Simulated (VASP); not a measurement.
Here is a VASP 6.6.1 calculation.

File INCAR:

```
PREC = Accurate
ENCUT = 520
EDIFF = 1E-6
ISMEAR = -5
SIGMA = 0.1
LREAL = F
LASPH = T
NELM = 60
ALGO = Normal
ISIF = 2
LWAVE = F
LCHARG = T
GGA = PS
IVDW = 13
LELF = T
LVHAR = T
NBANDS = 13
```

KPOINTS

```
Automatic mesh
0
Gamma
  9 9 9
```

Contents of POSCAR:

```
O
1.0
    1.6749479049      0.9670316238      3.7319995215
   -1.6749479049      0.9670316238      3.7319995215
    0.0000000000     -1.9340632475      3.7319995215
O
2
Direct
    0.0546147200      0.0546147200      0.0546147200
    0.9453852800      0.9453852800      0.9453852800
```

Potentials or basis: VASP PAW PBE potentials, release 64 (O).

Run with:

```bash
$ cat potpaw_PBE.64/O/POTCAR > POTCAR
$ mpirun -np 1 vasp_std > vasp.out
```

(1) Predict the band gap on the k mesh.

(2) Estimate the largest force.

(3) Predict the dispersion energy per atom.

(4) What does it give for the pressure?

Results:

(1) none (metal or under the smearing width).

(2) 0.290 eV/Å.

(3) -0.028 eV.

(4) -2.9 GPa.

Caveat: the standard files for N, O and F lose accuracy on very short bonds; spin is off for a triplet molecule; the PAW data sets were made with another functional, which shifts forces and pressure a little; pairwise dispersion overbinds metals, which lowers pressure and volume; tetrahedron occupations give inexact forces and stress in metals.
